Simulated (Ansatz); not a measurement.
Start from BaHfO₃ in the cubic perovskite structure (space group Pm-3m, No. 221; a = 4.2062 Å).

(Cell as relaxed with PBE.)

Levels (all Ansatz, a quantum-chemistry and plane-wave program, PAW): PBE (420 eV, without spin-orbit coupling); PBEsol (420 eV, without spin-orbit coupling).

Each level relaxes its own structure.

| base | PBE | PBEsol |
|---|---|---|
| volume per atom | 14.88 Å³ | 14.37 Å³ |
| lattice parameter a | 4.206 Å | 4.158 Å |
| band gap | 3.62 eV | 3.58 eV |

Perturbation: full substitution O → Te; the structure is relaxed again.

| quantity | PBE | PBEsol |
|---|---|---|
| lattice parameter a | 5.648 Å | … |
| band gap | zero | … |

Given the PBE results, estimate those of PBEsol.


- lattice parameter a, PBEsol: 5.561 Å
- band gap, PBEsol: zero

PBE's lattice parameter a lies 0.087 Å above PBEsol's (1.6 %); the two agree on the band gap. Neither level is exact; PBEsol is the comparison here, not a measurement.

Spin-orbit coupling, missing from the scalar runs, can matter with Hf and Te. Stability against distortions was not tested. As relaxed here, BaHfTe3 is a hypothetical phase, not in the database extracts checked. The base started in P4mm and relaxed to Pm-3m at this level. All final runs are without spin polarisation. The zero or small gap of BaHfTe3 can change with the level of theory.
